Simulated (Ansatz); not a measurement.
## A computed series for RuO2: pressure series

Take RuO₂ in the rutile structure (space group P4_2/mnm, No. 136; a = 4.5245 Å, c = 3.1196 Å) as the base.

Cell and atoms are relaxed at each pressure.

Calculations: PBE (Ansatz, an electronic-structure program), scalar-relativistic without spin-orbit coupling, earlier PAW set.

| pressure (GPa) | volume per atom (Å³/atom) |
|---|---|
| -2 | 10.730 |
| -1 | 10.686 |
| 0 | 10.644 |
| 3 | 10.521 |
| 15 | 10.096 |
| 30 | 9.672 |
| 50 | ? |
| 75 | 8.775 |
| 100 | 8.414 |

**Question.** Fit the third-order Birch–Murnaghan form P(V) = (3B₀/2)[(V₀/V)^(7/3) − (V₀/V)^(5/3)]·[1 + (3/4)(B₀′ − 4)((V₀/V)^(2/3) − 1)] (squares taken in P) to the rows shown and predict the withheld row.

**Answer.** Least squares on the printed values gives V₀ = 10.643 Å³/atom, B₀ = 255 GPa, B₀′ = 4.3; this predicts 9.220 Å³/atom, and the run gives 9.222 Å³/atom, 0.002 higher.

Measured bulk modulus of RuO2: 270 GPa (room temperature; as listed in YANLING LI, ZHI ZENG, International Journal of Modern Physics C (2008)); the computed value is for a static lattice, so the two differ by thermal effects too.

Load acts through the strain it causes; cell and atoms are relaxed under it. Whether these cells are dynamically stable was not tested. No other phases were tried under pressure. No Hubbard U is applied, and correlation can decide whether such a compound is a metal. The final runs are not spin-polarised.
